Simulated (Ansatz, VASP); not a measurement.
C: VASP beside Ansatz

Contents of INCAR:

```
SYSTEM = C
ALGO     = Normal         ! electronic algorithm
EDIFF    = 1E-7           ! SCF threshold, eV
ENCUT    = 520            ! plane-wave cutoff, eV
GGA      = PE             ! functional
ISIF     = 2              ! what is computed and relaxed
ISMEAR   = 0              ! smearing method
LASPH    = .TRUE.         ! aspherical terms in the spheres
LCHARG   = .FALSE.        ! write CHGCAR
LREAL    = .FALSE.        ! projectors in reciprocal space
LWAVE    = .FALSE.        ! write WAVECAR
NBANDS   = 36             ! bands
NELM     = 60             ! most SCF steps
PREC     = Accurate       ! precision mode
SIGMA    = 0.05           ! smearing width, eV
```

Contents of KPOINTS:

```
k-points
0
G
  12 12 2
  0 0 0
```

Contents of POSCAR:

```
C
1.0
    2.4764000000      0.0000000000      0.0000000000
   -1.2382000000      2.1446253099      0.0000000000
    0.0000000000      0.0000000000     11.8077000000
C
12
Direct
    0.0000000000      0.0000000000      0.1868593266
    0.0000000000      0.0000000000      0.6868593266
    0.0000000000      0.0000000000      0.3131406734
    0.0000000000      0.0000000000      0.8131406734
    0.3333333333      0.6666666667      0.5207665411
    0.6666666667      0.3333333333      0.0207665411
    0.3333333333      0.6666666667      0.9792334589
    0.6666666667      0.3333333333      0.4792334589
    0.3333333333      0.6666666667      0.6450950823
    0.6666666667      0.3333333333      0.1450950823
    0.3333333333      0.6666666667      0.8549049177
    0.6666666667      0.3333333333      0.3549049177
```

Input for Ansatz:

```yaml
crystal:
  lattice:
    - [2.4764, 0.0, 0.0]
    - [-1.2382, 2.1446253099, 0.0]
    - [0.0, 0.0, 11.8077]
  atoms:
    - { symbol: C, position: [0.0, 0.0, 0.1868593266] }
    - { symbol: C, position: [0.0, 0.0, 0.6868593266] }
    - { symbol: C, position: [0.0, 0.0, 0.3131406734] }
    - { symbol: C, position: [0.0, 0.0, 0.8131406734] }
    - { symbol: C, position: [0.3333333333, 0.6666666667, 0.5207665411] }
    - { symbol: C, position: [0.6666666667, 0.3333333333, 0.0207665411] }
    - { symbol: C, position: [0.3333333333, 0.6666666667, 0.9792334589] }
    - { symbol: C, position: [0.6666666667, 0.3333333333, 0.4792334589] }
    - { symbol: C, position: [0.3333333333, 0.6666666667, 0.6450950823] }
    - { symbol: C, position: [0.6666666667, 0.3333333333, 0.1450950823] }
    - { symbol: C, position: [0.3333333333, 0.6666666667, 0.8549049177] }
    - { symbol: C, position: [0.6666666667, 0.3333333333, 0.3549049177] }
basis:
  ecutwfc: 520.0
kpoints:
  mp_grid: { grid: [12, 12, 2] }
hamiltonian:
  xc: pbe
  pseudopotentials: { kind: paw, azcp: { folder: soft_1 } }
scf:
  occupations: { method: gaussian, width: 0.05 }
output:
  forces: true
  stress: true
  eigenvalues: true
```

Alike in both runs: task single point; functional PBE; k mesh 12 × 12 × 2; occupations gaussian, width 0.05 eV; no spin polarisation.

```csv
,VASP,Ansatz
version,VASP 6.6.1,Ansatz 0.2.0
potentials or method,"VASP PAW PBE potentials, release 64 (C)","scalar-relativistic, plane waves, PAW"
plane-wave cutoff (eV),520,520
valence electrons in the cell,48,48
```

```csv
,VASP,Ansatz,Ansatz less VASP
gap on the k mesh at the Fermi level (eV),4.32,4.33,+0.013
least direct gap on the mesh (eV),5.18,5.19,+0.007
rms of the force components (eV/Å),0.183,0.177,-0.0059
```

Atom by atom the forces differ by 0.006 eV/Å (rms over components).
